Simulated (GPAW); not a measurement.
The system is TiC.

```xyz
2
Lattice="3.0421 0.0000 0.0000 -1.5210 2.6345 0.0000 0.0000 0.0000 2.6980" Properties=species:S:1:pos:R:3 pbc="T T T"
Ti    0.0000    0.0000    1.3490
C     0.0000    1.7563    0.0000
```

The cell was built by a generator and needn't be a form met in nature.

* Program: GPAW 26.7.0
* Task: relaxation of cell and atoms
* Functional: PBEsol
* Potentials or basis: PAW data sets generated in the run's folder for this functional
* Cutoff: 800 eV
* Basis: pw
* k mesh: 10 × 10 × 10
* Occupations: fermi-dirac, width 0.05 eV
* Spin: no spin polarisation

At the start: pressure -5.6 GPa; volume 10.81 Å³/atom.

Problem. How do energy, volume and symmetry change on relaxing?

Solution. Over 5 steps the energy falls by 3.9 meV/atom and the volume is 10.55 Å³/atom (-2.4 %); space group P-6m2 (No. 187, to 0.05 Å).

The path:
```
step  energy change (eV)  largest force (eV/Å)  pressure (GPa)  volume (Å³)
   1              0.0000                0.0000           -5.56        21.62
   2             -0.0045                0.0000           -3.81        21.45
   3             -0.0076                0.0000            0.08        21.09
   4             -0.0077                0.0000           -0.01        21.09
   5             -0.0078                0.0000           -0.16        21.10
```

Final structure:
```
Ti C
1.0
     3.01691    0.00000    0.00000
    -1.50845    2.61272    0.00000
     0.00000    0.00000    2.67712
Ti C
1 1
Cartesian
  0.0000 0.0000 1.3386
  0.0000 1.7418 0.0000
```

Caveat: later steps reuse the first step's grids.
